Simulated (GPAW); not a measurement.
Set up this calculation in GPAW 26.7.0, as an ASE script.

```
Task                : single point
Functional          : PBE
Potentials or basis : GPAW PAW data sets (gpaw-data 1.2.1)
Cutoff              : 650 eV
Basis               : pw
k mesh              : 7 × 7 × 7
Occupations         : fermi-dirac, width 0.05 eV
Spin                : no spin polarisation
Maxiter             : 120
Convergence         : default
```

Crystal: BeTe.

```xyz
2
Lattice="0.0000 2.7700 2.7700 2.7700 0.0000 2.7700 2.7700 2.7700 0.0000" Properties=species:S:1:pos:R:3 pbc="T T T"
Te    4.1550    4.1550    4.1550
Be    0.0000    0.0000    0.0000
```

One way to write it, as run:

run.py

```python
from ase import Atoms
from ase.dft.bandgap import bandgap
from ase.io import write
from ase.units import GPa
from gpaw import GPAW, PW

atoms = Atoms(['Te', 'Be'],
              cell=[[0.0, 2.77, 2.77],
                    [2.77, 0.0, 2.77],
                    [2.77, 2.77, 0.0]],
              scaled_positions=[[0.75, 0.75, 0.75],
                                [0.0, 0.0, 0.0]],
              pbc=True)

calc = GPAW(mode=PW(650),
            xc='PBE',
            kpts={'size': (7, 7, 7), 'gamma': True},
            occupations={'name': 'fermi-dirac', 'width': 0.05},
            nbands=11,
            maxiter=120,
            txt='gpaw.txt')
atoms.calc = calc
energy = atoms.get_potential_energy()
forces = atoms.get_forces()
stress = atoms.get_stress()
calc.write('gs.gpw')
write('result.traj', atoms)
print(f'Energy: {energy:.6f} eV')
print('Forces (eV/A):')
print(forces.round(4))
print('Stress (GPa):', (stress / GPa).round(3))
print('Fermi level:', round(calc.get_fermi_level(), 4), 'eV')
print(f'Gap: {bandgap(calc)[0]:.4f} eV, direct: {bandgap(calc, direct=True)[0]:.4f} eV')
```

Potentials or basis: GPAW PAW data sets (gpaw-data 1.2.1), pw.

Run with:

```sh
$ OMP_NUM_THREADS=1 python run.py
```

Results of the run:

| Property | Result |
| --- | --- |
| Pressure | 4.4 GPa |
| Band gap on the k mesh | 1.92 eV, indirect (least direct gap 3.58 eV) |

Caveat: the cutoff is short for stress and forces, so pressures can be off by a GPa or more; spin-orbit coupling is left out, which moves the levels of the heavy elements; an odd mesh through Γ misses points on the zone boundary, where band edges often lie.

Run time: 19 s on 1 thread of Intel(R) Xeon(R) Processor @ 2.50GHz (Skylake/Cascade Lake), with other jobs on the host, peak memory 0.15 GiB.
